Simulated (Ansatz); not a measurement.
# BaZrO3: the band gap up the ladder of functionals

The task here is to estimate one member of a computed series from the others.

The runs shown are made with Ansatz 0.2.0. PAW datasets, plane waves. No spin polarisation and no zero-point or thermal motion.

## The cell

The cell was relaxed beforehand with r2SCAN.

The symmetry is Pm-3m (No. 221, cubic); conventional cell a = 4.205 Å, 14.87 Å³ an atom. Ba has 12 O at 2.97 Å; Zr has 6 O at 2.10 Å; O has 2 Zr at 2.10 Å and 4 Ba at 2.97 Å.

Coordinates:

```
CELL_PARAMETERS angstrom
4.20535 0.00000 0.00000
0.00000 4.20535 0.00000
0.00000 0.00000 4.20535
ATOMIC_POSITIONS crystal
Ba 0.00000 0.00000 0.00000
Zr 0.50000 0.50000 0.50000
O 0.50000 0.50000 0.00000
O 0.50000 0.00000 0.50000
O 0.00000 0.50000 0.50000
```

The first run:

Input file input.yaml:

```yaml
crystal:
  lattice:
    - [4.2053549142, 0.0, 0.0]
    - [0.0, 4.2053549142, 0.0]
    - [0.0, 0.0, 4.2053549142]
  atoms:
    - { symbol: Ba, position: [0.0, 0.0, 0.0] }
    - { symbol: Zr, position: [0.5, 0.5, 0.5] }
    - { symbol: O, position: [0.5, 0.5, 0.0] }
    - { symbol: O, position: [0.5, 0.0, 0.5] }
    - { symbol: O, position: [0.0, 0.5, 0.5] }
kpoints:
  mp_grid: { grid: [6, 6, 6] }
  band_path:
    path:
      - [[0.0, 0.0, 0.0], [-6.291087901378e-51, 0.5, 1.526569483974e-35], [0.5, 0.5, -9.159416903846e-35], [0.0, 0.0, 0.0], [0.5, 0.5, 0.5], [-6.291087901378e-51, 0.5, 1.526569483974e-35]]
      - [[0.5, 0.5, 0.5], [0.5, 0.5, -9.159416903846e-35]]
    npoints: 10
hamiltonian:
  xc: pbe
scf:
  occupations: { method: fermi_dirac, width: 0.02 }
  n_extra_bands: 5
output:
  forces: true
  stress: true
  eigenvalues: true
```

The run is started by

```console
$ ansatz run input.yaml --threads 2 --pin off --max-ram 20275MiB --backend cpu --events-out ev --progress --plain --runs-dir out
```

Steps of the session up to this table: PBE bands along the symmetry lines; r2SCAN; HSE06; PBE+SOC at the same geometry; PBE0 at the same geometry.

One of the session's tables, all rows but one given; the rest of the session is left out.

```
  level  gap (eV)
    PBE      3.22
 r2SCAN      3.73
  HSE06      4.69
PBE+SOC      3.19
   PBE0         ?
```

Estimate the missing values for PBE0.

The run gave: gap (eV): 5.44. In the column «gap (eV)» it is the highest.

Meshes: PBE 6×6×6, r2SCAN 6×6×6, HSE06 4×4×4, PBE+SOC 6×6×6, PBE0 4×4×4

What this shows: The gap runs from 3.19 eV (PBE+SOC) to 5.44 eV (PBE0). Against HSE06, PBE is short by 1.47 eV, at 69 % of it, and r2SCAN 80 %. PBE0 lies 0.75 eV above HSE06, which differs from it by screening the long-range exchange.

Caveats from the session: Warnings in the runs' records: stress scf threshold loose, stress exchange threshold loose.
